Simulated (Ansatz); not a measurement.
The system is NiO.

```
CELL_PARAMETERS angstrom
0.00000 2.09131 2.09131
2.09131 0.00000 2.09131
2.09131 2.09131 0.00000
ATOMIC_POSITIONS crystal
Ni 0.00000 0.00000 0.00000
O 0.50000 0.50000 0.50000
```

Program: Ansatz 0.2.0. Alike in all runs: task single point; potentials or basis Ansatz PAW; cell as given; k mesh 8 × 8 × 8; cutoff (eV) 420; smearing gaussian 0.05 eV.

**Question.** Order these runs on this cell by their pressure, lowest first.
A. level LDA; spin collinear, ferromagnetic start; fixed moment (μB) 3
B. level LDA+U; spin collinear, ferromagnetic start; U Ni d U = 8 eV; fixed moment (μB) 4; hubbard projectors ortho-atomic (the default); double counting fll (the default)
C. level PBE+U; spin non-collinear, random start, SOC; U Ni d U = 7 eV; hubbard projectors ortho-atomic (the default); double counting fll (the default)

**Answer.** C (13.4 GPa), A (16.1 GPa), B (70.3 GPa).

Caveats: the thresholds are loose for stress; the total moment is fixed, so each spin has its own Fermi level (some runs); a cell with one magnetic atom can't hold antiferromagnetic order, which such compounds often take (some runs); the PAW data sets come from PBE, with cores solved anew for the run's functional, which leaves a small shift of forces and pressure (some runs); the magnetic or orbital state may not be the lowest (some runs); a pressure of tens of GPa on the cell as given is suspect, and the run, the potentials or the cell itself is likely at fault (some runs); moments are unreliable in this version under spin-orbit coupling with a hybrid or U, so they aren't listed (some runs).
